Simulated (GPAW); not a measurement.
Set up this calculation in GPAW 26.7.0, as an ASE script.

```yaml
Task: single point
Functional: PBE
Potentials_or_basis: GPAW PAW data sets (gpaw-data 1.2.1)
Cutoff: 600 eV
Basis: pw
k_mesh: 10 × 8 × 7
Occupations: fermi-dirac, width 0.05 eV
Spin: no spin polarisation
Maxiter: 150
```

The system is Ga.

```
Ga
1.0
     2.77842    0.00000    0.00000
     0.00000    3.28161    0.00000
    -1.34343    0.00000    3.99027
Ga
2
Direct
  0.13460 0.75000 0.77017
  0.86540 0.25000 0.22983
```

This isn't the form of Ga at room conditions, which is orthorhombic.

These files were run (other wordings do the same):

run.py

```python
from ase import Atoms
from ase.dft.bandgap import bandgap
from ase.io import write
from ase.units import Bohr, GPa
from gpaw import GPAW, PW
from gpaw.elf import elf_from_dft_calculation

atoms = Atoms(['Ga', 'Ga'],
              cell=[[2.7784220849, 0.0, 0.0],
                    [0.0, 3.28160879, 0.0],
                    [-1.3434310986, 0.0, 3.9902731763]],
              scaled_positions=[[0.13459627, 0.75, 0.77016683],
                                [0.86540373, 0.25, 0.22983317]],
              pbc=True)

calc = GPAW(mode=PW(600),
            xc='PBE',
            kpts={'size': (10, 8, 7), 'gamma': True},
            occupations={'name': 'fermi-dirac', 'width': 0.05},
            nbands=10,
            convergence={'density': 1e-05, 'energy': 1e-05},
            maxiter=150,
            txt='gpaw.txt')
atoms.calc = calc
energy = atoms.get_potential_energy()
forces = atoms.get_forces()
stress = atoms.get_stress()
calc.write('gs.gpw')
write('result.traj', atoms)
print(f'Energy: {energy:.6f} eV')
print('Forces (eV/A):')
print(forces.round(4))
print('Stress (GPa):', (stress / GPa).round(3))
print('Fermi level:', round(calc.get_fermi_level(), 4), 'eV')
print(f'Gap: {bandgap(calc)[0]:.4f} eV, direct: {bandgap(calc, direct=True)[0]:.4f} eV')

# fields on the real-space grid
write('density.cube', atoms, data=calc.get_pseudo_density() * Bohr**3)
write('potential.cube', atoms, data=calc.get_electrostatic_potential())
write('elf.cube', atoms, data=elf_from_dft_calculation(calc).data)
```

Potentials or basis: GPAW PAW data sets (gpaw-data 1.2.1), pw.

The run is started by

```sh
$ OMP_NUM_THREADS=1 python run.py
```

Results of the run:

```
Pressure               : 3.5 GPa
Largest force          : 0.090 eV/Å
Band gap on the k mesh : none (metal or under the smearing width)
```

It took 34 s on 1 thread of Arm Neoverse V2 (shared host), peak memory 0.25 GiB.
